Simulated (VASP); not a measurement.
**ZrC: single point with PBEsol**

ZrC:

```
Zr C
1.0
     0.00000    2.35021    2.35021
     2.35021    0.00000    2.35021
     2.35021    2.35021    0.00000
Zr C
1 1
Direct
  0.50000 0.50000 0.50000
  0.00000 0.00000 0.00000
```

```
Program                : VASP 6.6.1
Task                   : single point
Functional             : PBEsol
Potentials or basis    : VASP PAW PBE potentials, release 64 (Zr_sv, C)
Cutoff                 : 520 eV
k mesh                 : 20 × 20 × 20
Occupations            : gaussian, width 0.15 eV
Spin                   : no spin polarisation
Dipole correction      : no
Further INCAR settings : ALGO = Normal; EDIFF = 1e-07; NBANDS = 15
```

- Pressure: -4.2 GPa
- Band gap on the k mesh: none (metal or under the smearing width)

Levels at points of the mesh, in eV from the Fermi level:
| k point | band 4 | band 5 | band 6 | band 7 | band 8 | band 9 | band 10 | band 11 | band 12 | band 13 |
| --- | --- | --- | --- | --- | --- | --- | --- | --- | --- | --- |
| (0.00, 0.00, 0.00) | -25.73 | -11.29 | 0.94 | 0.94 | 0.94 | 1.05 | 1.05 | 1.05 | 2.80 | 2.80 |
| (0.50, 0.00, 0.00) | -25.81 | -8.17 | -5.35 | -2.95 | -2.95 | 4.49 | 4.49 | 5.32 | 6.46 | 10.17 |
| (0.50, 0.50, 0.00) | -26.01 | -10.11 | -2.07 | -1.83 | 0.06 | 0.06 | 4.45 | 5.67 | 5.67 | 8.04 |

Wall time 51 s on 1 thread of Intel(R) Xeon(R) 6975P-C (Granite Rapids), with other jobs on the host, peak memory 0.23 GiB.

Caveat: the PAW data sets were made with another functional, which shifts forces and pressure a little.
